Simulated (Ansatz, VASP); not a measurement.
**One calculation of Pb, two programs**

```xyz
1
Lattice="-2.0057 2.0057 2.0057 2.0057 -2.0057 2.0057 2.0057 2.0057 -2.0057" Properties=species:S:1:pos:R:3 pbc="T T T"
Pb    0.0000    0.0000    0.0000
```

Change from the starting cell: volume scaled by 1.04.

Alike in both runs: task single point; functional LDA; k mesh 9 × 9 × 9; occupations fermi-dirac, width 0.05 eV; no spin polarisation.

|  | VASP | Ansatz |
| --- | --- | --- |
| version | VASP 6.6.1 | Ansatz 0.2.0 |
| potentials or method | VASP PAW LDA potentials, release 64 (Pb_d), cutoff 520 eV | all-electron LAPW, scalar-relativistic |

VASP gave:

- gap on the k mesh at the Fermi level (eV): none
- pressure (GPa): -4.5

Problem. What did Ansatz give for the same quantities?

Solution. gap on the k mesh at the Fermi level (eV): none; pressure (GPa): -4.6.

A gap of «none» marks a metal or a gap that the smearing closes. Ansatz ran all-electron here, so the differences hold the error of VASP's frozen core and of both bases.

The runs have no spin-orbit coupling, so splittings on Pb are missing.
